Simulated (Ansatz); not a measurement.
Ansatz input

```yaml
crystal:
  lattice:
    - [3.5471667668, 0.0, 0.0]
    - [-1.7735833834, 3.0719365315, 0.0]
    - [0.0, 0.0, 5.7569471969]
  atoms:
    - { symbol: In, position: [0.3333333333, 0.6666666667, 0.25] }
    - { symbol: In, position: [0.6666666667, 0.3333333333, 0.75] }
hamiltonian:
  xc: rpbe
  pseudopotentials:
    kind: paw
    azcp:
      In: "pseudopotentials/In.paw.azcp"
basis:
  ecutwfc: 420
  fft_grid_basis: typed
kpoints:
  mp_grid: { grid: [12, 12, 7], shift: [0, 0, 0] }
magnetization:
  spin_polarized: false
scf:
  occupations: { method: fermi_dirac, width: 0.1 }
  lower_state_search: "off"
output:
  stress: true
```

Terminal output

```
Engine: ansatz 0.2.0, aarch64-unknown-linux-gnu
Pseudopotentials: kind: paw
Pseudopotential: In, paw, valence charge 13, recommended cutoff 420 eV (normal) 
Functional definition: RPBE
  parameter kappa = 0.804
  parameter beta = 0.06672455060314922
  exchange = rpbe_x(kappa = kappa, mu = beta*pi^2/3)
  correlation = pbe_c(beta = beta)
Crystal: 2 atoms, lattice volume = 62.732 Å³
Basis set: ecut = 420 eV, 1237 PW (Γ)
Bands: 17, of which v1, the nominal top of the filled ones, is band 13 counted from 1 (12 counted from 0)
Symmetry: 24 space group operations
Space group: P63/mmc (ITA 194), of the structure as read, at distance tolerance 4.0e-5 Å
k-points: 76 of 1008
Non-local potential: In, projectors of the file, l = 0: 2, l = 1: 2, l = 2: 2, l = 3: 2
PAW form: soft (Blöchl's): semilocal exchange-correlation on the pseudo side does not see the compensation charge
PAW frozen core: In, regenerated for the run's functional, and the local potential with it (the file was generated under x = pbe(κ = 0.804, μ = 0.2195149727645171), c = pbe(β = 0.06672455060314922))
PAW one-centre angular grid: In, 590 points (default); XC on 64 Gauss nodes
Initial density: superposition of atomic densities (neutral atoms: chi_scale 0, normalization atom), corrected by the library's trained network
Initial wavefunctions: pseudopotential atomic-orbital guess
Functional: x = rpbe, c = pbe(β = 0.06672455060314922)
SCF iter   1: F=—  HF=-11212.523354 eV  |F-HF|=—  |Δ(HF+E_count)|=         —  Δρ=3.48e-3  dr2=4.34e-3  ethr=1.77e-3  ⟨swp⟩=5.7  Hψ=6374  notcnv=0
SCF iter   2: F=—  HF=-11212.521150 eV  |F-HF|=—  |Δ(HF+E_count)|=   2.20e-3  Δρ=1.09e-3  dr2=4.36e-4  ethr=1.67e-5  ⟨swp⟩=2.0  Hψ=2678  notcnv=0
SCF iter   3: F=—  HF=-11212.521223 eV  |F-HF|=—  |Δ(HF+E_count)|=   7.34e-5  Δρ=4.20e-4  dr2=7.48e-5  ethr=1.68e-6  ⟨swp⟩=2.6  Hψ=2298  notcnv=0
SCF iter   4: F=—  HF=-11212.521269 eV  |F-HF|=—  |Δ(HF+E_count)|=   4.61e-5  Δρ=9.08e-5  dr2=6.11e-6  ethr=2.88e-7  ⟨swp⟩=3.0  Hψ=2370  notcnv=0
SCF iter   5: F=—  HF=-11212.521272 eV  |F-HF|=—  |Δ(HF+E_count)|=   2.58e-6  Δρ=1.31e-5  dr2=1.33e-7  ethr=2.35e-8  ⟨swp⟩=2.0  Hψ=2288  notcnv=0
SCF iter   6: F=-11212.521272 eV  HF=-11212.521272 eV  |F-HF|=2.07e-10  |Δ(HF+E_count)|=   8.86e-8  Δρ=4.49e-6  dr2=9.25e-9  ethr=3.85e-10  ⟨swp⟩=4.0  Hψ=3872  notcnv=0
SCF 1 converged in 6 iterations: F = -11212.521272 eV  dr2 = 9.25e-9
SCF converged after 6 iterations
Free energy (F): -11212.521272 eV
Harris-Foulkes:  -11212.521272 eV  (|F-HF|=2.07e-10)
Internal energy: -11212.487303 eV  (E = F + TS)
E sigma→0 (E₀):  -11212.504288 eV
Entropy (-TS):   -0.033969 eV (-16.985 meV/atom)
Fermi energy:    8.095902 eV
--- Per-component energies (eV) ---
  E_band       = -100.857032
  E_kinetic    = 478.785843
  E_local      = -2368.043931  (includes V_loc(G=0)·N_el)
  E_nonlocal   = 731.332141
  E_hartree    = 925.154958
  E_xc         = -431.332579
  E_vxc        = -196.659947  (∫ρ·V_xc dr)
  E_paw        = -8319.884767  (= ΣΔE_a)
  E_vpaw       = -596.578276  (= ΣTr[D̂ρ^β])
  E_aug_tail   = 0.000053  (compensation charges beyond the density's cutoff)
  E_ewald      = -2228.633733
  E_core_change = 0.134712  (= ΣΔE_core)
  E_smearing   = -0.033969  (= −TS)
  E_closure    = -0.000000  (closes the sum)
  Σ components = -11212.521272   (vs F -11212.521272, Δ=0.00e0)
--- Stress (GPa, compression-positive) ---
       -1.628281      -0.000000       0.000000
        0.000000      -1.628281       0.000000
        0.000000       0.000000      -2.208252
  P = ⅓ Tr σ = -1.8216 GPa (-18.216 kbar)
```
